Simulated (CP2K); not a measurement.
Runs of CP2K 2026.2 on ZnS. The structure is cubic, space group F-43m (No. 216). The conventional cell has a = 5.404 Å, b = 5.404 Å, c = 5.404 Å, α = 90.00°, β = 90.00°, γ = 90.00°. Around Zn (site symmetry -43m) lie 4 S at 2.34 Å. S (site symmetry -43m) is surrounded by 4 Zn at 2.34 Å. 

| task | level | potentials or basis | smearing | NGRIDS | CUTOFF of the grids | cutoff of the non-local correlation (Ry) | points a segment of the path (NPOINTS) | bands added on the path | gap on the mesh (eV) | pressure (GPa) |
| --- | --- | --- | --- | --- | --- | --- | --- | --- | --- | --- |
| single point | PBE | POTENTIAL_UZH Zn GTH-PBE-q12, S GTH-PBE-q6; TZVP-MOLOPT-PBE-GTH basis | gaussian 0.029 eV | 5 | 450 Ry | - | - | - | (a) | 2.0 |
| single point | r2SCAN+rVV10 | POTENTIAL_UZH Zn GTH-SCAN-q12, S GTH-SCAN-q6; TZVP-MOLOPT-SCAN-GTH basis | gaussian 0.01 eV | 5 | 675 Ry | 300 | - | - | (b) | -1.6 |
| single point | PBEsol | POTENTIAL_UZH Zn GTH-PBE-q12, S GTH-PBE-q6; TZVP-MOLOPT-PBE-GTH basis | gaussian 0.1 eV | 5 | 450 Ry | - | - | - | 1.90 | -1.3 |
| single point | RPBE | POTENTIAL_UZH Zn GTH-PBE-q12, S GTH-PBE-q6; TZVP-MOLOPT-PBE-GTH basis | gaussian 0.05 eV | 4 | 450 Ry | - | - | - | 2.23 | 4.2 |
| band structure | revPBE | POTENTIAL_UZH Zn GTH-PBE-q12, S GTH-PBE-q6; TZVP-MOLOPT-PBE-GTH basis | fermi-dirac 0.05 eV | 5 | 450 Ry | - | 10 | 4 | 2.18 | 3.6 |

Alike in all rows: no spin polarisation; cell as given; k mesh 9 × 9 × 9.

Question: Estimate the missing entries.

Answer: (a) 2.07; (b) 2.45.

Caveats: the basis of atomic orbitals isn't converged, which shifts pressures, moduli and gaps; the potentials were made for another functional, which shifts forces and pressure (some runs).

